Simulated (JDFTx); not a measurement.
# Zn under changes of volume

One of the cells (15.330 Å³/atom); the others are scaled copies at fixed shape and fractional positions:

```xyz
2
Lattice="2.6700 0.0000 0.0000 -1.3350 2.3123 0.0000 0.0000 0.0000 4.9660" Properties=species:S:1:pos:R:3 pbc="T T T"
Zn    1.3350    0.7708    3.7245
Zn    0.0000    1.5415    1.2415
```

- Program: JDFTx 1.7.0 (patched build)
- Functional: PBEsol
- Potentials or basis: PseudoDojo-SR-PBEsol-0.4.1-standard with smoothed tails
- Cutoff: 1143 eV
- Density cutoff: 9143 eV
- k mesh: 11 × 11 × 6
- Occupations: fermi-dirac, width 0.05 eV
- Spin: no spin polarisation

```tsv
volume (Å³/atom)	energy over the lowest point (meV/atom)	pressure (GPa)
14.410	0.00	-1.3
14.716	4.09	-3.0
15.023	11.23	-4.5
15.330	21.07	-5.8
15.636	33.23	-6.9
15.943	47.43	-7.9
16.249	?	?
```

**Question.** What does the run at 16.249 Å³/atom give?

**Answer.** Energy over the lowest point 63.39 meV/atom; pressure -8.8 GPa.

Worked out: A Birch-Murnaghan fit of order 3 (a polynomial in V^(-2/3)) to the other rows has its minimum at 14.21 Å³/atom, just outside them, with B0 = V·E''(V) = 93 GPa and B' = 5.2 at fixed shape and positions, which overstates the stiffness. It gives 63.37 meV/atom at 16.249 Å³/atom, against the run's 63.39, and -dE/dV = -8.8 GPa, against -8.8.

Energies are extrapolated to zero smearing.
